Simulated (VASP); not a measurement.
Write the native input for VASP 6.6.1 that does the following.

```
Task                   : relaxation of cell and atoms
Functional             : PBEsol
Potentials or basis    : VASP PAW PBE potentials, release 64 (Ga_d, N)
Cutoff                 : 600 eV
k mesh                 : 4 × 4 × 4
Occupations            : gaussian, width 0.02 eV
Spin                   : no spin polarisation
Further INCAR settings : ALGO = Normal; EDIFF = 1e-07; IBRION = 2; EDIFFG = -0.005; NSW = 90; ISIF = 3
```

The structure of GaN lies in POSCAR:

```
GaN
1.0
    0.0000000000      2.2535006100      2.2535006100
    2.2535006100      0.0000000000      2.2535006100
    2.2535006100      2.2535006100      0.0000000000
Ga N
1 1
Direct
    0.0000000000      0.0000000000      0.0000000000
    0.2500000000      0.2500000000      0.2500000000
```

The cell is a database's computed one.

These files were run (other wordings do the same):

INCAR

```
SYSTEM = GaN
PREC     = Accurate       ! precision mode
ENCUT    = 600            ! plane-wave cutoff, eV
EDIFF    = 1E-7           ! SCF threshold, eV
ISMEAR   = 0              ! smearing method
SIGMA    = 0.02           ! smearing width, eV
LREAL    = .False.        ! projectors in reciprocal space
LASPH    = .True.         ! aspherical terms in the spheres
NELM     = 60             ! most SCF steps
ALGO     = Normal         ! electronic algorithm
ISIF     = 3              ! what is computed and relaxed
LWAVE    = .False.        ! write WAVECAR
LCHARG   = .False.        ! write CHGCAR
GGA      = PS             ! functional
IBRION   = 2              ! ionic algorithm
NSW      = 90             ! ionic steps
EDIFFG   = -0.005         ! ionic threshold
```

KPOINTS

```
regular mesh
0
Gamma
  4 4 4
  0 0 0
```

Potentials or basis: VASP PAW PBE potentials, release 64 (Ga_d, N).

Command:

```console
$ cat potpaw_PBE.64/Ga_d/POTCAR potpaw_PBE.64/N/POTCAR > POTCAR
$ mpirun -np 1 vasp_std > vasp.out
```

It gave:

```json
{
 "Relaxed volume": "11.34 Å³/atom",
 "Relaxed cell": "a = 3.178 Å, b = 3.178 Å, c = 3.178 Å, α = 60.00°, β = 60.00°, γ = 60.00°",
 "Space group after relaxing (to 0.05 Å)": "F-43m (No. 216)",
 "Energy gained by relaxing": "0.5 meV/atom",
 "Ionic steps": "5",
 "Pressure after relaxing": "0.1 GPa",
 "Band gap on the k mesh": "1.72 eV, direct"
}
```

Caveat: the k mesh is coarse (spacing up to 0.60 Å⁻¹), so the values aren't converged; the PAW data sets were made with another functional, which shifts forces and pressure a little.

Wall time 12 s on 1 thread of Intel(R) Xeon(R) 6975P-C (Granite Rapids) (shared host), peak memory 0.16 GiB.
